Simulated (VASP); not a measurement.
A run of VASP 6.6.1 is set up as follows.

The input INCAR:

```
PREC = Accurate ; ENCUT = 500
EDIFF = 1E-6 ; ISMEAR = 0
SIGMA = 0.02 ; LREAL = False
LASPH = True ; NELM = 100
ALGO = Fast ; ISIF = 2
LWAVE = False ; LCHARG = False
ISPIN = 2 ; MAGMOM = 2 0
LORBIT = 11 ; LMAXMIX = 4
GGA = RP
```

KPOINTS

```
regular mesh
0
Gamma
  10 10 10
```

The input POSCAR:

```
CoO
1.0
    1.6022198417      0.9250420569      2.5664708903
   -1.6022198417      0.9250420569      2.5664708903
    0.0000000000     -1.8500841138      2.5664708903
Co O
1 1
Cartesian
    0.0000000000      0.0000000000      7.6915463350
    0.0000000000      0.0000000000      5.7824208345
```

Potentials or basis: VASP PAW PBE potentials, release 64 (Co, O).

The run is started by

```console
$ cat potpaw_PBE.64/Co/POTCAR potpaw_PBE.64/O/POTCAR > POTCAR
$ mpirun -np 1 vasp_std > vasp.out
```

Question: Estimate the site moments.

Answer: Co +2.41; O +0.30 μB.

Question: What does it give for the net moment?

Answer: 2.80 μB per cell.

Stress tensor (GPa, compression positive):
```
3.62 0.00 0.00
0.00 3.62 0.00
0.00 0.00 9.43
```

Caveat: the PAW data sets were made with another functional, which shifts forces and pressure a little; a cell with one magnetic atom can't hold antiferromagnetic order, which such compounds often take.
